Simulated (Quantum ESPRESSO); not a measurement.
Runs of Quantum ESPRESSO 7.5 on TaN. It takes space group P-6m2 (No. 187, hexagonal). The conventional cell has a = 2.938 Å, b = 2.938 Å, c = 2.883 Å, α = 90.00°, β = 90.00°, γ = 120.00°. Ta (site symmetry -6m2) is surrounded by 6 N at 2.23 Å. Around N (site symmetry -6m2) lie 6 Ta at 2.23 Å. 

| task | level | potentials or basis | cell | k mesh | cutoff (eV) | SCF threshold | form of the LDA correlation | symmetry | mesh quality | gap on the mesh (eV) | pressure (GPa) | V0 of scaled cells (Å³/atom) | B0 (GPa) |
| --- | --- | --- | --- | --- | --- | --- | --- | --- | --- | --- | --- | --- | --- |
| single point | PBEsol | GBRV 1.5 PBEsol | as given | 10 × 10 × 9 | 762 | 4e-10 Ry | - | - | not flagged | none | -4.7 | - | - |
| band structure | PBEsol | GBRV 1.5 PBEsol | as given | 10 × 10 × 9 | 762 | 4e-10 Ry | - | - | not flagged | none | -4.7 | - | - |
| band structure | LDA | GBRV 1.5 LDA | as given | 10 × 10 × 9 | 762 | 4e-10 Ry | PZ81 | - | not flagged | none | -11.2 | - | - |
| single point | PBEsol | GBRV 1.5 PBEsol | atoms moved at random, drawn with an rms of 0.05 Å | 10 × 10 × 9 | 762 | 4e-10 Ry | - | - | not flagged | none | -3.1 | - | - |
| band structure | r2SCAN | SG15 PBE 1.2 | as given | 8 × 8 × 7 | 1197 | 1e-08 Ry | - | off | coarse | none | -11.4 | - | - |
| equation of state | r2SCAN | SG15 PBE 1.2 | as given | 6 × 6 × 6 | 1197 | 1e-08 Ry | - | off | coarse | - | - | (b) | (a) |
| equation of state | PBEsol | GBRV 1.5 PBEsol | as given | 10 × 10 × 9 | 762 | 4e-10 Ry | - | - | not flagged | - | - | 10.64 | 364 |

Alike in all rows: no spin polarisation; smearing fermi-dirac 0.05 eV.

**Question.** Fill in the values left out.

**Answer.** (a) 374; (b) 10.43.

Caveats: some runs use coarse meshes; spin-orbit coupling is left out, which moves the levels of the heavy elements (some runs); the potentials were made for another functional, which shifts forces and pressure (some runs); the cell was scaled at fixed shape and fractional positions, which overstates the stiffness of a crystal with free parameters, most of all of layers and chains (some runs).

A k mesh can miss the band edges, and the runs leave out spin-orbit coupling on Ta.

A gap of «none» marks a metal or a gap under the smearing width.

The runs don't all hold the same shells in valence.
